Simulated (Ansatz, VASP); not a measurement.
# One calculation of BP, two programs

Contents of INCAR:

```
SYSTEM = BP
ALGO     = Normal         ! electronic algorithm
EDIFF    = 1E-7           ! SCF threshold, eV
ENCUT    = 520            ! plane-wave cutoff, eV
GGA      = PE             ! functional
ISIF     = 2              ! what is computed and relaxed
ISMEAR   = -1             ! smearing method
LASPH    = .TRUE.         ! aspherical terms in the spheres
LCHARG   = .FALSE.        ! write CHGCAR
LREAL    = .FALSE.        ! projectors in reciprocal space
LWAVE    = .FALSE.        ! write WAVECAR
NBANDS   = 11             ! bands
NELM     = 80             ! most SCF steps
PREC     = Accurate       ! precision mode
SIGMA    = 0.02           ! smearing width, eV
```

KPOINTS

```
k-points
0
G
  10 10 10
  0 0 0
```

POSCAR

```
BP
1.0
    0.0000000000      2.2909988256      2.2590883222
    2.2909988256      0.0000000000      2.2590883222
    2.2909988256      2.2909988256      0.0000000000
B P
1 1
Direct
    0.0000000000      0.0000000000      0.0000000000
    0.2500000000      0.2500000000      0.2500000000
```

Input for Ansatz:

```yaml
crystal:
  lattice:
    - [0.0, 2.2909988256, 2.2590883222]
    - [2.2909988256, 0.0, 2.2590883222]
    - [2.2909988256, 2.2909988256, 0.0]
  atoms:
    - { symbol: B, position: [0.0, 0.0, 0.0] }
    - { symbol: P, position: [0.25, 0.25, 0.25] }
kpoints:
  mp_grid: { grid: [10, 10, 10] }
  band_path:
    path:
      - [0.0, 0.0, 0.0]
      - [-0.5, -0.5, 0.0]
      - [-0.375, -0.375, 0.25]
      - [-0.375, 0.0, 0.375]
      - [0.0, 0.0, 0.5]
      - [-0.5, -0.25, 0.25]
      - [0.411458, 0.411458, 0.0]
    npoints: 1
hamiltonian:
  xc: pbe
scf:
  occupations: { method: fermi_dirac, width: 0.02 }
  n_extra_bands: 4
output:
  forces: true
  stress: true
  eigenvalues: true
```

Change from the starting cell: epitaxial_xy strain +1.0%.

Alike in both runs: task single point; functional PBE; k mesh 10 × 10 × 10; occupations fermi-dirac, width 0.02 eV; no spin polarisation.

|  | VASP | Ansatz |
| --- | --- | --- |
| version | VASP 6.6.1 | Ansatz 0.2.0 |
| potentials or method | VASP PAW PBE potentials, release 64 (B, P) | plane waves, PAW |
| plane-wave cutoff (eV) | 520 | 420 |
| valence electrons in the cell | 8 | 8 |

|  | VASP | Ansatz | Ansatz less VASP |
| --- | --- | --- | --- |
| gap on the k mesh at the Fermi level (eV) | 1.05 | 1.05 | +0.004 |
| pressure (GPa) | -1.5 | -1.3 | +0.22 |
| largest component of the traceless stress (GPa) | 2.43 | 2.43 | -0.003 |

The functional is the same, so the differences come from potentials, cutoffs and numerics.

A k mesh can miss the band edges.
